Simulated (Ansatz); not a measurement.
The system is ZrN.

```
Zr N
1.0
     0.00000    2.30000    2.30000
     2.30000    0.00000    2.30000
     2.30000    2.30000    0.00000
Zr N
1 1
Direct
  0.50000 0.50000 0.50000
  0.00000 0.00000 0.00000
```

| Quantity | Value |
| --- | --- |
| Program | Ansatz 0.2.0 |
| Task | relaxation of cell and atoms |
| Functional | BLYP |
| Dispersion | D3(BJ) |
| Potentials or basis | Ansatz PAW |
| Cutoff | 420 eV (not typed: the program's choice for these potentials) |
| k mesh | 10 × 10 × 10 |
| Occupations | fermi-dirac, width 0.05 eV |
| Spin | no spin polarisation |

At the start: volume 12.17 Å³/atom.

**Question.** How do energy, volume and symmetry change on relaxing?

**Answer.** It ends after 7 steps and the volume is 11.87 Å³/atom (-2.4 %); space group Fm-3m (No. 225, to 0.05 Å).

The path:
| step | energy change (eV) | largest force (eV/Å) | volume (Å³) |
| --- | --- | --- | --- |
| 1 | 0.0000 | 0.0000 | 24.33 |
| 2 | -0.0089 | 0.0000 | 23.38 |
| 3 | -0.0128 | 0.0000 | 23.77 |
| 4 | -0.0128 | 0.0000 | 23.75 |
| 5 | -0.0113 | 0.0000 | 23.75 |
| 6 | -0.0113 | 0.0000 | 23.75 |
| 7 | -0.0113 | 0.0000 | 23.75 |

Final structure:
```
CELL_PARAMETERS angstrom
0.00000 2.28130 2.28130
2.28130 0.00000 2.28130
2.28130 2.28130 0.00000
ATOMIC_POSITIONS crystal
Zr 0.50000 0.50000 0.50000
N 0.00000 0.00000 0.00000
```

Caveat: the plane-wave basis is chosen anew once the cell has moved, so the energies of steps on either side of that aren't comparable; the pressure holds a Pulay correction of +0.5 GPa for the finite cutoff; the PAW data sets come from PBE, with cores solved anew for the run's functional, which leaves a small shift of forces and pressure.
